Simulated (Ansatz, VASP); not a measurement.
NaH: VASP beside Ansatz

```
Na H
1.0
     0.00000    2.38642    2.38642
     2.38642    0.00000    2.38642
     2.38642    2.38642    0.00000
Na H
1 1
Direct
  0.00000 0.00000 0.00000
  0.50000 0.50000 0.50000
```

Alike in both runs: task single point; functional PBE; dispersion D3(BJ); k mesh 6 × 6 × 6; occupations gaussian, width 0.1 eV; no spin polarisation.

```csv
,VASP,Ansatz
version,VASP 6.6.1,Ansatz 0.2.0
potentials or method,"VASP PAW PBE potentials, release 64 (Na_pv, H)","scalar-relativistic, plane waves, PAW"
plane-wave cutoff (eV),520,420
valence electrons in the cell,8,10
```

Ansatz gave:

```
gap on the k mesh at the Fermi level (eV) : 3.87
least direct gap on the mesh (eV)         : 4.70
pressure (GPa)                            : -0.8
```

Question: Which values does VASP return?

Answer: gap on the k mesh at the Fermi level (eV): 3.87; least direct gap on the mesh (eV): 4.70; pressure (GPa): -0.9.

The two sets of potentials don't hold the same shells in valence.

A k mesh can miss the band edges.
